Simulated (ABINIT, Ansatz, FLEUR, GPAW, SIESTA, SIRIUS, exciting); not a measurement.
# One calculation of Ru, 7 ways

```
CELL_PARAMETERS angstrom
2.70580 0.00000 0.00000
-1.35290 2.34329 0.00000
0.00000 0.00000 4.28190
ATOMIC_POSITIONS crystal
Ru 0.67236 0.34385 0.74518
Ru 0.32157 0.68043 0.24367
```

Atoms were shifted at random by some hundredths of an Å from the given cell, which wasn't relaxed again for these runs.

Alike in all runs: task single point; functional PBEsol; k mesh 11 × 11 × 6; occupations fermi-dirac, width 0.05 eV; no spin polarisation; no spin-orbit coupling. Pressure is positive in compression and, in plane waves, holds the error of the finite cutoff.

```tsv
program and potentials	plane-wave cutoff (eV)	notes	pressure (GPa)	largest force (eV/Å)	energy over the undisturbed cell (meV/atom)
SIESTA, files PseudoDojo sr-pbesol-0.4.1-standard, DZP (energy shift 0.003 Ry; two zetas on semicore shells)	-	atomic basis	-2.41	0.370	5.01
FLEUR, all-electron, FLAPW	-	-	-	?	?
GPAW, PAW data sets generated for this functional	600	-	-6.83	0.342	4.59
SIRIUS, PseudoDojo 0.4.1 PBEsol standard (scalar relativistic)	1152	-	-5.57	0.349	4.68
exciting, all-electron LAPW+lo, shipped species files, valence relativity iora*	-	-	-	0.350	4.70
Ansatz, all-electron LAPW, scalar-relativistic	-	-	-6.10	0.346	-
ABINIT, PseudoDojo NC SR PBEsol v0.4.1 standard	1143	-	-5.58	0.349	4.68
```

Task: Estimate from the other rows what the run with FLEUR, all-electron, FLAPW gave.

Result: Largest force 0.347 eV/Å; energy over the undisturbed cell 4.65 meV/atom. The other rows, which needn't bracket it: pressure -6.83 to -2.41; largest force 0.342 to 0.370; energy over the undisturbed cell 4.59 to 5.01.
